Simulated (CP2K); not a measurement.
Runs of CP2K 2026.2 on In. The cell holds a slab with vacuum, 4 atoms: a = 3.335 Å, b = 3.335 Å, c = 23.264 Å, α = 90.00°, β = 90.00°, γ = 120.00°. 

```tsv
level	cutoff of the non-local correlation (Ry)	gap on the mesh (eV)	largest force (eV/Å)	work function (eV)
AM05	-	0.59	0.18	3.65
RPBE	-	0.59	0.20	3.53
rev-vdW-DF2	300	0.62	0.20	3.86
PBEsol	-	0.60	0.18	(a)
r2SCAN	-	0.70	(b)	(c)
LDA	-	0.62	0.24	3.95
```

Alike in all rows: task work function; potentials or basis POTENTIAL_UZH In GTH-PBE-q13; TZVP-MOLOPT-PBE-GTH basis; no spin polarisation; cell as given; k mesh 7 × 7 × 1; smearing fermi-dirac 0.05 eV.

**Question.** Estimate the missing entries.

**Answer.** (a) 3.76; (b) 0.22; (c) 3.77.

Caveats: with a gap the Fermi level, and so the work function, lies anywhere in the gap; the potentials were made for another functional, which shifts forces and pressure; spin-orbit coupling is left out, which moves the levels of the heavy elements; the basis of atomic orbitals isn't converged, which shifts pressures, moduli and gaps; meta-GGAs are noisy in the vacuum on a uniform grid, which can shift empty levels and the work function (some runs).

A k mesh can miss the band edges, and the runs leave out spin-orbit coupling on In.

Runs at the PBE level aren't shown here.
